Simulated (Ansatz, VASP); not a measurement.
Two plane-wave programs on NaCl

```xyz
2
Lattice="3.2220 0.0000 0.0000 0.0000 3.2220 0.0000 0.0000 0.0000 3.3621" Properties=species:S:1:pos:R:3 pbc="T T T"
Na    0.0000    0.0000    0.0000
Cl    1.6110    1.6110    1.6811
```

Change from the starting cell: strain -0.080 along x and y, -0.040 along z, atoms carried along.

Alike in both runs: task single point; functional LDA; k mesh 6 × 6 × 6; occupations gaussian, width 0.05 eV; no spin polarisation.

|  | VASP | Ansatz |
| --- | --- | --- |
| version | VASP 6.6.1 | Ansatz 0.2.0 |
| potentials or method | VASP PAW LDA potentials, release 64 (Na_pv, Cl) | scalar-relativistic, plane waves, PAW |
| plane-wave cutoff (eV) | 520 | 420 |
| valence electrons in the cell | 14 | 16 |

|  | VASP | Ansatz | Ansatz less VASP |
| --- | --- | --- | --- |
| gap on the k mesh at the Fermi level (eV) | 4.24 | 4.23 | -0.009 |
| least direct gap on the mesh (eV) | 4.87 | 4.85 | -0.019 |
| pressure (GPa) | 4.0 | 4.0 | 0.00 |
| largest component of the traceless stress (GPa) | 3.03 | 3.03 | -0.001 |

The two sets of potentials don't hold the same shells in valence.

A k mesh can miss the band edges.
